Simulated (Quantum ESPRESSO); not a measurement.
# RbCl under changes of volume

One of the cells (35.094 Å³/atom); the others are scaled copies at fixed shape and fractional positions:

```xyz
2
Lattice="0.0000 3.2740 3.2740 3.2740 0.0000 3.2740 3.2740 3.2740 0.0000" Properties=species:S:1:pos:R:3 pbc="T T T"
Rb    0.0000    0.0000    0.0000
Cl    3.2740    3.2740    3.2740
```

```yaml
Program: Quantum ESPRESSO 7.5
Functional: LDA
Potentials_or_basis: GBRV 1.5 LDA
Cutoff: 612 eV
Density_cutoff: 4898 eV
k_mesh: 7 × 7 × 7
Occupations: fermi-dirac, width 0.05 eV
Spin: no spin polarisation
```

```csv
volume (Å³/atom),energy over the lowest point (meV/atom),pressure (GPa),gap on the mesh (eV)
32.989,0.00,-0.4,4.79
33.690,2.53,-0.8,4.72
34.392,6.70,-1.1,4.66
35.094,12.31,-1.4,4.59
35.796,?,?,?
36.498,27.05,-1.9,4.48
37.200,35.91,-2.1,4.42
```

Problem. What does the run at 35.796 Å³/atom give?

Solution. Energy over the lowest point 19.13 meV/atom; pressure -1.7 GPa; gap on the mesh 4.54 eV.

Worked out: A Birch-Murnaghan fit of order 3 (a polynomial in V^(-2/3)) to the other rows has its minimum at 32.41 Å³/atom, just outside them, with B0 = V·E''(V) = 22 GPa and B' = 5.3. It gives 19.14 meV/atom at 35.796 Å³/atom, against the run's 19.13, and -dE/dV = -1.7 GPa, against -1.7. A straight line through the other rows of the gap, of slope -3.06 eV per unit of ln V (its deformation potential), gives 4.54 eV, against the run's 4.54.

Energies are extrapolated to zero smearing.

Caveats: an odd mesh through Γ misses points on the zone boundary, where band edges often lie (some runs). Spin-orbit coupling on Rb is left out.
